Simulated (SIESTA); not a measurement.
The system is BN.

```
N B
1.0
     0.00000    1.81300    1.81300
     1.81300    0.00000    1.81300
     1.81300    1.81300    0.00000
N B
1 1
Direct
  0.25000 0.25000 0.25000
  0.00000 0.00000 0.00000
```

The cell is a database's computed one.

Base run:

| Quantity | Value |
| --- | --- |
| Program | SIESTA 5.4.2 |
| Functional | AM05 |
| Potentials or basis | PseudoDojo 0.4 standard (PBEsol files) |
| Basis | DZP (energy shift 0.003 Ry) |
| Grid cutoff | 800 Ry |
| Energy shift | 0.003 Ry |
| k mesh | 13 × 13 × 13 |
| Occupations | fermi-dirac, width 0.05 eV |
| Spin | no spin polarisation |

Its results: band gap on the k mesh 4.45 eV, indirect (least direct gap 8.77 eV); pressure -3.4 GPa.

Question: The run is repeated on the same cell with these changes: functional from AM05 to LDA; potentials or basis from PseudoDojo 0.4 standard (PBEsol files) to PseudoDojo 0.4 standard (LDA files). What comes out?

Answer: Band gap on the k mesh 4.51 eV, indirect (least direct gap 8.72 eV); pressure -10.9 GPa.

Caveats: the basis of atomic orbitals isn't converged, which shifts pressures, moduli and gaps; the potentials were made for another functional, which shifts forces and pressure (some runs).

A k mesh can miss the band edges.

Not every run made on this cell is shown here.
